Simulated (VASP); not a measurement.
# Os (Cmce) in VASP: relaxation of cell and atoms with PBEsol

Aim: the relaxation of cell and atoms of Os with PBEsol.

All numbers are computed with VASP 6.6.1; they aren't measurements. Logs are shortened: lines on timing, memory, paths and dates and some standing lists are left out, and cuts for length are marked.

**1. Starting point**

It takes space group Cmce (No. 64, orthorhombic). The conventional cell has a = 5.106 Å, b = 3.374 Å, c = 6.882 Å, α = 90.00°, β = 90.00°, γ = 90.00°. Around Os (site symmetry m) lie 1 Os at 1.90 Å.

The cell was built by a generator and needn't be a form met in nature.

**2. Relaxation of cell and atoms, PBEsol**

INCAR reads:

```
PREC = Accurate ; ENCUT = 600
EDIFF = 1E-7 ; ISMEAR = 0
SIGMA = 0.1 ; LREAL = F
LASPH = T ; NELM = 100
ALGO = Normal ; ISIF = 3
LWAVE = F ; LCHARG = F
GGA = PS ; IBRION = 2
NSW = 90 ; EDIFFG = -0.04
```

KPOINTS reads:

```
regular mesh
0
Gamma
  6 6 4
```

POSCAR reads:

```
Os
1.0
    2.5527705329     -1.6871860380      0.0000000000
    2.5527705329      1.6871860380      0.0000000000
    0.0000000000      0.0000000000      6.8824523259
Os
4
Direct
    0.8500000000      0.1500000000      0.1170000000
    0.6500000000      0.3500000000      0.6170000000
    0.1500000000      0.8500000000      0.8830000000
    0.3500000000      0.6500000000      0.3830000000
```

Potentials or basis: VASP PAW PBE potentials, release 64 (Os).

Launch:

```
cat potpaw_PBE.64/Os/POTCAR > POTCAR
mpirun -np 1 vasp_std > vasp.out
```

OUTCAR:

```text
PREC = Accurate
   ENCUT = 600
   EDIFF = 1E-7
   ISMEAR = 0
   LREAL = F
   LASPH = T
   NELM = 100
   ISIF = 3
   GGA = PS
   IBRION = 2
   NSW = 90
   EDIFFG = -0.04

 ion  position               nearest neighbor table
   1  0.850  0.150  0.117-   3 1.90   4 2.49   4 2.49   3 2.86   3 3.09   3 3.09   4 3.14   4 3.14

   2  0.650  0.350  0.617-   4 1.90   3 2.49   3 2.49   4 2.86   4 3.09   4 3.09   3 3.14   3 3.14

   3  0.150  0.850  0.883-   1 1.90   2 2.49   2 2.49   1 2.86   1 3.09   1 3.09   2 3.14   2 3.14

   4  0.350  0.650  0.383-   2 1.90   1 2.49   1 2.49   2 2.86   2 3.09   2 3.09   1 3.14   1 3.14

  LATTYP: Found a base centered orthorhombic cell.
 ALAT       =     3.3743720760
 B/A-ratio  =     1.5130344108
 C/A-ratio  =     2.0396246089

  Lattice vectors:

 A1 = (  -2.5527705329,  -1.6871860380,   0.0000000000)
 A2 = (   2.5527705329,  -1.6871860380,   0.0000000000)
 A3 = (   0.0000000000,   0.0000000000,   6.8824523259)

Analysis of symmetry for initial positions (statically):
=====================================================================
 Subroutine PRICEL returns:
 Original cell was already a primitive cell.

 Routine SETGRP: Setting up the symmetry group for a
 base centered orthorhombic supercell.

 Subroutine GETGRP returns: Found  8 space group operations
 (whereof  4 operations were pure point group operations)
 out of a pool of  8 trial point group operations.

The static configuration has the point symmetry C_2h.
 The point group associated with its full space group is D_2h.

Analysis of symmetry for dynamics (positions and initial velocities):
=====================================================================
 Subroutine PRICEL returns:
 Original cell was already a primitive cell.

 Routine SETGRP: Setting up the symmetry group for a
 base centered orthorhombic supercell.

 Subroutine GETGRP returns: Found  8 space group operations
 (whereof  4 operations were pure point group operations)
 out of a pool of  8 trial point group operations.

The dynamic configuration has the point symmetry C_2h.
 The point group associated with its full space group is D_2h.

 Subroutine INISYM returns: Found  8 space group operations
 (whereof  4 operations are pure point group operations),
 and found     1 'primitive' translations

----------------------------------------------------------------------------------------

                                     Primitive cell

  volume of cell :      59.2854

  direct lattice vectors                    reciprocal lattice vectors
     2.552770533 -1.687186038  0.000000000     0.195865627 -0.296351433  0.000000000
     2.552770533  1.687186038  0.000000000     0.195865627  0.296351433  0.000000000
     0.000000000  0.000000000  6.882452326     0.000000000  0.000000000  0.145297047

  length of vectors
     3.059940215  3.059940215  6.882452326     0.355228821  0.355228821  0.145297047

  position of ions in fractional coordinates (direct lattice)
     0.850000000  0.150000000  0.117000000
     0.650000000  0.350000000  0.617000000
     0.150000000  0.850000000  0.883000000
     0.350000000  0.650000000  0.383000000

  ion indices of the primitive-cell ions
   primitive index   ion index
                 1           1
                 2           2
                 3           3
                 4           4

----------------------------------------------------------------------------------------

 KPOINTS: regular mesh

Automatic generation of k-mesh.
 Grid dimensions read from file:
 generate k-points for:    6    6    4

 Generating k-lattice:

  Cartesian coordinates                     Fractional coordinates (reciprocal lattice)
     0.032644271 -0.049391905  0.000000000     0.166666667  0.000000000  0.000000000
     0.032644271  0.049391905  0.000000000     0.000000000  0.166666667  0.000000000
     0.000000000  0.000000000  0.036324262     0.000000000  0.000000000  0.250000000

  Length of vectors
     0.059204804  0.059204804  0.036324262

  Shift w.r.t. Gamma in fractional coordinates (k-lattice)
     0.000000000  0.000000000  0.000000000

 Subroutine IBZKPT returns following result:
 ===========================================

 Found     39 irreducible k-points:

 Following reciprocal coordinates:
            Coordinates               Weight
  0.000000  0.000000  0.000000      1.000000
  0.166667 -0.000000  0.000000      4.000000
  0.333333 -0.000000  0.000000      4.000000
  0.500000  0.000000  0.000000      2.000000
  0.166667  0.166667  0.000000      2.000000
  0.333333  0.166667  0.000000      4.000000
[... 16 lines left out ...]
  0.333333  0.333333  0.250000      4.000000
  0.500000  0.333333  0.250000      8.000000
 [... further k-points ...]
   k-points           NKPTS =     39   k-points in BZ     NKDIM =     39   number of bands    NBANDS=     20
   number of dos      NEDOS =    301   number of ions     NIONS =      4
   total plane-waves  NPLWV =  32256
   dimension x,y,z NGX =    24 NGY =   24 NGZ =   56
   dimension x,y,z NGXF=    48 NGYF=   48 NGZF=  112
   ions per type =               4
   NGX,Y,Z   is equivalent  to a cutoff of  13.04, 13.04, 13.53 a.u.
   NGXF,Y,Z  is equivalent  to a cutoff of  26.08, 26.08, 27.05 a.u.
 SYSTEM =  unknown system
   PREC   = accura    normal or accurate (medium, high low for compatibility)
   ISTART =      0    job   : 0-new  1-cont  2-samecut
   ICHARG =      2    charge: 1-file 2-atom 10-const
   ISPIN  =      1    spin polarized calculation?
   LNONCOLLINEAR =      F non collinear calculations
   LSORBIT =      F    spin-orbit coupling
   LASPH  =      T    aspherical Exc in radial PAW
   ENCUT  =  600.0 eV  44.10 Ry    6.64 a.u.   6.11  6.11 13.75*2*pi/ulx,y,z
   NELM   =    100;   NELMIN=  2; NELMDL= -5     # of ELM steps
   EDIFF  = 0.1E-06   stopping-criterion for ELM
   LREAL  =      F    real-space projection
   EDIFFG = -.4E-01   stopping-criterion for IOM
   NSW    =     90    number of steps for IOM
   IBRION =      2    ionic relax: 0-MD 1-quasi-New 2-CG
   NFREE  =      1    steps in history (QN), initial steepest desc. (CG)
   ISIF   =      3    stress and relaxation
   ISYM   =      2    0-nonsym 1-usesym 2-fastsym
   POTIM  = 0.5000    time-step for ionic-motion
   TEBEG  =    0.0;   TEEND  =   0.0 temperature during run
   PSTRESS=    0.0 pullay stress
   NELECT =      32.0000    total number of electrons
   NUPDOWN=      -1.0000    fix difference up-down
   EMIN   =  10.00;   EMAX   =-10.00  energy-range for DOS
   EFERMI =   0.00;   METHOD = LEGACY
   ISMEAR =     0;   SIGMA  =   0.10  broadening in eV -4-tet -1-fermi 0-gaus
   EFERMI_NEDOS =   21; number of points for ismear=-14 and -15
   IALGO  =     38    algorithm
   IMIX   =      4    mixing-type and parameters
     AMIX     =   0.40;   BMIX     =  1.00
     AMIX_MAG =   1.60;   BMIX_MAG =  1.00
  volume/ion in A,a.u.               =      14.82       100.02
  Fermi-wavevector in a.u.,A,eV,Ry     =   1.332935  2.518881 24.173670  1.776715
  Thomas-Fermi vector in A             =   2.461831
   LORBIT       =      0    0 simple, 1 ext, 2 COOP (PROOUT), +10 PAW based schemes
   GGA     = PS    functional components
   LHFCALC =     F    Hartree Fock is set to
   AEXX    =    0.0000 exact exchange contribution
   IVDW    =     0    specifies the selected vdW correction
   LEPSILON=     F    determine dielectric tensor
   LRPA    =     F    only Hartree local field effects (RPA)
 conjugate gradient relaxation of ions
 non-spin polarized calculation
 Gauss-broadening in eV      SIGMA  =   0.10
  energy-cutoff  :      600.00
  volume of cell :       59.29
 maximum number of plane-waves:      2004
   NGX = 13   NGY = 13   NGZ = 27

--------------------------------------- Ionic step        1  -------------------------------------------

 number of electron      32.0000001 magnetization

 Free energy of the ion-electron system (eV)
  ---------------------------------------------------
  ext. energy  EPLUGINS =         0.00000000
  ---------------------------------------------------
  free energy    TOTEN  =       -36.26467588 eV

  energy without entropy =      -36.23754663  energy(sigma->0) =      -36.25111125

------------------------ aborting loop because EDIFF is reached ----------------------------------------

  FORCE on cell =-STRESS in cart. coord.  units (eV):
  Direction    XX          YY          ZZ          XY          YZ          ZX
  --------------------------------------------------------------------------------------
  -------------------------------------------------------------------------------------
  Total       -8.4416844     26.8984124     60.7162883      0.0000000      0.0000000      0.0000000
  in kB     -228.1349027    726.9244430   1640.8460592      0.0000000      0.0000000      0.0000000
  external PRESSURE =     713.2118665 kB  Pullay stress =       0.0000000 kB
[... 1766 lines left out ...]
      6       5.1474      2.00000
[... 12 lines left out ...]
     19      16.9414      0.00000
     20      17.3026      0.00000

 [... further k-points ...]

[... ionic steps 4 to 37 ...]

--------------------------------------- Ionic step       38  -------------------------------------------

 number of electron      32.0000001 magnetization

------------------------ aborting loop because EDIFF is reached ----------------------------------------

  FORCE on cell =-STRESS in cart. coord.  units (eV):
  Direction    XX          YY          ZZ          XY          YZ          ZX
  --------------------------------------------------------------------------------------
  -------------------------------------------------------------------------------------
  Total        0.1910198      0.2981387     -0.5376440      0.0000000      0.0000000      0.0000000
  in kB        5.4742609      8.5440825    -15.4078456      0.0000000      0.0000000      0.0000000
  external PRESSURE =      -0.4631674 kB  Pullay stress =       0.0000000 kB
[... 61 lines left out ...]
  energy  without entropy=      -48.3210054942  energy(sigma->0) =      -48.33122519

--------------------------------------- Ionic step       40  -------------------------------------------

 number of electron      31.9999999 magnetization

 Free energy of the ion-electron system (eV)
  ---------------------------------------------------
  ext. energy  EPLUGINS =         0.00000000
  ---------------------------------------------------
  free energy    TOTEN  =       -48.34175826 eV

  energy without entropy =      -48.32168930  energy(sigma->0) =      -48.33172378

 E-fermi :   9.3483     XC(G=0): -14.1600

 val. band max:        9.3405514271   @ k =   0.1667  -0.0000   0.5000
 cond. band min:       9.3701502645   @ k =   0.5000   0.3333   0.5000
 fundamental gap:      0.0295988374
 Fermi energy:         9.3483075130

 k-point     1 :       0.0000    0.0000    0.0000
  band No.  band energies     occupation
      1      -1.6823      2.00000
      2       1.4543      2.00000
      3       1.4555      2.00000
      4       1.5720      2.00000
      5       2.2458      2.00000
      6       3.9255      2.00000
[... 574 lines left out ...]
  FREE ENERGIE OF THE ION-ELECTRON SYSTEM (eV)
  ---------------------------------------------------
  free  energy   TOTEN  =       -48.3417582616 eV

  energy  without entropy=      -48.3216892996  energy(sigma->0) =      -48.33172378

 reached required accuracy - stopping structural energy minimisation
```

It took 16 min on 1 thread of Intel Xeon Platinum 8488C (Sapphire Rapids), shared host; peak memory 0.22 GiB.

What came out:

* Free energy: -48.3418 eV
* Relaxed volume: 13.97 Å³/atom
* Relaxed cell: a = 2.714 Å, b = 2.714 Å, c = 7.590 Å, α = 90.00°, β = 90.00°, γ = 89.98°
* Space group after relaxing (to 0.05 Å): I4/mmm (No. 139)
* Energy gained by relaxing: 3019.3 meV/atom
* Ionic steps: 40
* Pressure after relaxing: 0.1 GPa
* Largest force after relaxing: 0.004 eV/Å

Forces in eV/Å, atoms in the order of the input:
```
Os   0.000 -0.004  0.001
Os   0.000  0.004  0.001
Os   0.000  0.004 -0.001
Os   0.000 -0.004 -0.001
```

The path:
```tsv
step	energy change (eV)	largest force (eV/Å)	pressure (GPa)	volume (Å³)
1	0.0000	15.8553	71.32	59.29
2	-2.7210	0.3354	-13.01	122.17
3	-2.8151	0.5744	-14.30	119.21
4	-2.8807	0.7440	-15.40	116.64
5	-4.5125	0.5140	-22.33	86.76
6	-5.8976	2.1159	-14.27	72.67
7	-5.9605	2.9171	3.83	65.88
8	-6.0424	2.5997	-7.08	69.33
9	-10.6076	0.9403	-28.52	65.39
10	-10.6132	0.9371	-28.42	65.35
11	-2.6956	8.2760	221.82	44.10
12	-11.1238	2.1393	-7.01	60.65
13	-11.1442	2.3293	-2.90	59.93
14	-11.1469	2.4491	-0.26	59.49
15	-11.6854	0.6555	12.33	55.57
16	-11.6978	0.6216	9.89	56.01
17	-11.5065	0.6910	-22.42	60.44
18	-11.7522	0.4664	-1.84	57.37
19	-11.7522	0.4667	-1.57	57.33
20	-11.7862	0.5050	-1.36	57.17
21	-11.8685	0.6542	-0.36	56.68
22	-11.8261	0.6248	4.76	55.63
23	-11.8926	0.7066	0.87	56.34
24	-11.9040	0.6823	0.77	56.31
25	-11.9348	0.5886	0.56	56.23
26	-11.9772	0.3938	0.50	56.07
27	-11.9655	0.4115	2.08	55.75
28	-11.9902	0.3213	0.78	55.96
29	-12.0142	0.2696	0.11	56.02
30	-12.0557	0.2216	-1.61	56.21
31	-12.0159	0.1854	-4.14	56.54
32	-12.0618	0.2102	-2.37	56.30
33	-12.0662	0.2079	0.12	55.96
34	-12.0665	0.2066	0.84	55.87
35	-12.0688	0.1724	0.67	55.87
36	-12.0732	0.0924	0.30	55.89
37	-12.0745	0.0012	-0.12	55.91
38	-12.0749	0.0208	-0.05	55.91
39	-12.0768	0.0079	0.03	55.89
40	-12.0771	0.0043	0.09	55.89
```

Final structure:
```
Os
1.0
     1.91910   -1.91841    0.00000
     1.91910    1.91841    0.00000
     0.00000    0.00000    7.58977
Os
4
Cartesian
  1.9191 -0.9588 0.9485
  1.9191 -0.9596 4.7434
  1.9191 0.9588 6.6413
  1.9191 0.9596 2.8464
```

Levels at points of the mesh, in eV from the Fermi level:
```
           k point  band 13  band 14  band 15  band 16  band 17  band 18  band 19  band 20
(0.00, 0.00, 0.00)    -0.97    -0.97    -0.96    -0.96    -0.20     0.03     0.93     0.94
(0.50, 0.00, 0.00)    -1.63    -1.63    -0.39    -0.39    -0.36    -0.36     2.29     2.29
(0.50, 0.50, 0.00)     2.10     2.11     2.32     2.32     2.92     2.93     2.93     3.11
(0.00, 0.00, 0.50)    -0.88    -0.88    -0.33    -0.33     0.11     0.11     1.45     1.45
(0.50, 0.00, 0.50)    -2.38    -2.38    -2.38    -2.38     1.28     1.28     1.28     1.28
(0.50, 0.50, 0.50)     0.89     0.89     0.89     0.89     2.93     2.93     2.93     2.93
```

Caveat: the k mesh is coarse (spacing up to 0.37 Å⁻¹), so the values aren't converged; the bands computed are all filled at some k points, so no gap is given; the PAW data sets were made with another functional, which shifts forces and pressure a little. The run has no spin-orbit coupling, so splittings on Os are missing.
